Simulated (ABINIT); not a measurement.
# InPd: single point with PBE

The system is InPd.

```xyz
2
Lattice="3.2719 0.0000 0.0000 0.0000 3.2719 0.0000 0.0000 0.0000 3.2719" Properties=species:S:1:pos:R:3 pbc="T T T"
In    0.0000    0.0000    0.0000
Pd    1.6359    1.6359    1.6359
```

The cell comes from a database or a generator and needn't be the stable form of this composition.

```json
{"Program": "ABINIT 10.8.3 (patched build)", "Task": "single point", "Functional": "PBE", "Potentials or basis": "JTH PAW PBE v2.0", "Cutoff": "599 eV", "k mesh": "8 × 8 × 8", "Occupations": "methfessel-paxton, width 0.1 eV", "Spin": "no spin polarisation", "Fine-grid cutoff": "1197.3 eV"}
```

```json
{
 "Pressure": "3.5 GPa",
 "Band gap on the k mesh": "none (metal or under the smearing width)",
 "Valence electrons inside the program's atomic spheres": "In 11.21; Pd 16.94"
}
```

Levels at points of the mesh, in eV from the Fermi level:
```
           k point  band 13  band 14  band 15  band 16  band 17  band 18
(0.00, 0.00, 0.00)    -2.18    -2.18    -2.18     4.33     4.33     4.33
(0.50, 0.00, 0.00)    -3.16    -3.16    -2.25    -1.02     9.63     9.63
(0.50, 0.50, 0.00)    -2.58    -2.21    -2.21    -1.60     1.54     2.58
(0.50, 0.50, 0.50)    -1.56    -1.56     0.00     3.94     3.94     3.94
```

Run time: 99 s on 1 thread of Arm Neoverse N1, on a shared host, peak memory 0.13 GiB.
